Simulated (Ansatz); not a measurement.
## Tl: levels along high-symmetry lines

```
Tl
1.0
    -1.94100    1.94100    1.94100
     1.94100   -1.94100    1.94100
     1.94100    1.94100   -1.94100
Tl
1
Direct
  0.00000 0.00000 0.00000
```

The cell comes from COD entry 9008555, which wasn't checked; take it as a given geometry.

Method: Ansatz 0.2.0, DFT, PBE, all-electron LAPW, Dirac equation with spin-orbit coupling.

Numerical set-up: a Γ-centred 13×13×13 k mesh, Fermi–Dirac smearing of 0.05 eV, basis error target 0.5 meV/atom, no spin polarisation.

Points in fractions of the reciprocal vectors of this cell: Γ (0, 0, 0), H (0.5, -0.5, 0.5), N (0, 0, 0.5), P (0.25, 0.25, 0.25). The path joins them by straight lines in the order Γ–H–N–Γ–P–H–P–N; legs that retrace an earlier one aren't tabulated. Energies are in eV from the Fermi level.

(1) Metal or insulator at this level of theory?

(2) Tabulate bands 30 to 37, counted from the lowest band of the run, along the path.

Answers

(1) No gap opens: metallic or semimetallic.

(2) 
```tsv
k (1/Å)	point	band 30	band 31	band 32	band 33	band 34	band 35	band 36	band 37
0.00	Γ	-10.28	-10.28	-10.28	-9.67	-9.67	8.33	8.33	11.76
0.32		-10.30	-10.27	-10.27	-9.22	-9.22	6.89	6.89	9.16
0.65		-10.34	-10.29	-10.29	-7.85	-7.85	4.38	4.38	6.05
0.97		-10.34	-10.18	-10.18	-5.69	-5.69	2.40	2.40	3.68
1.29		-10.37	-9.98	-9.98	-3.09	-3.09	1.05	1.05	2.40
1.62	H	-10.37	-9.88	-9.88	-1.46	-1.46	0.40	0.40	2.13
1.85		-10.35	-9.93	-9.93	-2.24	-2.24	0.43	0.43	1.99
2.08		-10.29	-10.04	-10.04	-3.34	-3.34	-0.46	-0.46	2.61
2.31		-10.28	-10.08	-10.08	-4.16	-4.16	-1.53	-1.53	3.75
2.53		-10.35	-10.03	-10.03	-4.63	-4.63	-2.29	-2.29	4.95
2.76	N	-10.38	-9.99	-9.99	-4.77	-4.77	-2.56	-2.56	5.55
2.99		-10.39	-10.03	-10.03	-6.04	-6.04	-0.89	-0.89	5.86
3.22		-10.41	-10.12	-10.12	-7.59	-7.59	1.87	1.87	6.74
3.45		-10.35	-10.21	-10.21	-8.75	-8.75	4.89	4.89	8.08
3.68		-10.30	-10.26	-10.26	-9.44	-9.44	7.45	7.45	9.99
3.91	Γ	-10.28	-10.28	-10.28	-9.67	-9.67	8.33	8.33	11.76
4.19		-10.31	-10.25	-10.25	-9.33	-9.33	7.01	7.01	9.45
4.47		-10.36	-10.20	-10.20	-8.27	-8.27	4.00	4.00	6.58
4.75		-10.38	-10.14	-10.14	-6.58	-6.58	1.23	1.23	4.11
5.03		-10.33	-10.15	-10.15	-4.71	-4.71	-0.32	-0.32	2.12
5.31	P	-10.23	-10.23	-10.23	-4.01	-4.01	0.13	0.13	1.28
5.59		-10.34	-10.15	-10.15	-4.11	-4.11	-0.45	-0.45	0.37
5.87		-10.26	-10.15	-10.15	-3.99	-3.99	-0.65	-0.65	0.17
6.15		-10.23	-10.10	-10.10	-3.46	-3.46	-0.27	-0.27	0.65
6.43		-10.33	-9.95	-9.95	-2.43	-2.43	0.36	0.36	1.55
6.71	H	-10.37	-9.88	-9.88	-1.46	-1.46	0.40	0.40	2.13
8.11	P	-10.23	-10.23	-10.23	-4.01	-4.01	0.13	0.13	1.28
8.27		-10.30	-10.18	-10.18	-4.12	-4.12	-0.42	-0.42	1.26
8.44		-10.36	-10.12	-10.12	-4.35	-4.35	-1.27	-1.27	2.15
8.60		-10.39	-10.06	-10.06	-4.58	-4.58	-1.96	-1.96	3.44
8.76		-10.38	-10.01	-10.01	-4.72	-4.72	-2.41	-2.41	4.81
8.92	N	-10.38	-9.99	-9.99	-4.77	-4.77	-2.56	-2.56	5.55
```
